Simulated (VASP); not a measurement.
A run of VASP 6.6.1:

INCAR

```
PREC = Accurate
ENCUT = 520
EDIFF = 1E-6
ISMEAR = -1
SIGMA = 0.24
LREAL = Auto
LASPH = True
NELM = 100
ALGO = Fast
ISIF = 2
LWAVE = False
LCHARG = False
GGA = PE
IVDW = 12
NBANDS = 46
```

KPOINTS

```
Automatic mesh
0
Gamma
  2 2 2
```

File POSCAR:

```
Si
1.0
    0.0000000000      5.6052810000      5.6052810000
    5.6052810000      0.0000000000      5.6052810000
    5.6052810000      5.6052810000      0.0000000000
Si
16
Direct
   -0.0016680698      0.0478744955      0.0354754739
    0.1465849794      0.1110292240      0.2002129777
   -0.0688101096      0.0346280588      0.5851802969
    0.1142048008      0.1710440565      0.6470059217
    0.0674007244      0.4265085015     -0.0167877400
    0.1578868214      0.6489415963      0.0946072106
    0.0287407536      0.5213476363      0.5077176327
    0.0637969800      0.6731330686      0.6667819151
    0.6034309431     -0.1013330108      0.0193745862
    0.5982483305      0.1842815730      0.1237850520
    0.4855867172      0.0587392496      0.5031237506
    0.5639681579      0.1180672298      0.7001611516
    0.5049969841      0.5656005471     -0.0320679730
    0.6637847416      0.5443259669      0.1496802747
    0.4540539538      0.5164950696      0.5538348568
    0.6483707061      0.6083905517      0.6348299042
```

Potentials or basis: VASP PAW PBE potentials, release 64 (Si).

Run with:

```bash
$ cat potpaw_PBE.64/Si/POTCAR > POTCAR
$ mpirun -np 1 vasp_std > vasp.out
```

Hardware: 1 thread of Intel(R) Xeon(R) Platinum 8488C (Sapphire Rapids) (shared host).

Problem. How long does it take, and how much memory?

Solution. It took 3.2 min on 1 thread of Intel(R) Xeon(R) Platinum 8488C (Sapphire Rapids) (shared host), peak memory 0.46 GiB. Counts: scf iterations 16, k points 8.
